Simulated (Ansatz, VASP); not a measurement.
# Two plane-wave programs on MoP

```
CELL_PARAMETERS angstrom
3.17944 0.00000 0.00000
-1.58972 2.75348 0.00000
0.00000 0.00000 3.14787
ATOMIC_POSITIONS crystal
Mo 0.00000 0.00000 0.00000
P 0.33333 0.66667 0.50000
```

Change from the starting cell: volume scaled by 0.96.

Alike in both runs: task single point; functional PBE; k mesh 10 × 10 × 8; occupations fermi-dirac, width 0.05 eV; no spin polarisation.

|  | VASP | Ansatz |
| --- | --- | --- |
| version | VASP 6.6.1 | Ansatz 0.2.0 |
| potentials or method | VASP PAW PBE potentials, release 64 (Mo_sv, P) | Ansatz PAW |
| plane-wave cutoff (eV) | 520 | 420 |
| valence electrons in the cell | 19 | 19 |

Ansatz gave:

| Item | Value |
| --- | --- |
| gap on the k mesh at the Fermi level (eV) | none |
| pressure (GPa) | 13.0 |
| largest component of the traceless stress (GPa) | 1.31 |

**Question.** Estimate VASP's values.

**Answer.** gap on the k mesh at the Fermi level (eV): none; pressure (GPa): 13.2; largest component of the traceless stress (GPa): 1.30.

A gap of «none» marks a metal or a gap that the smearing closes.
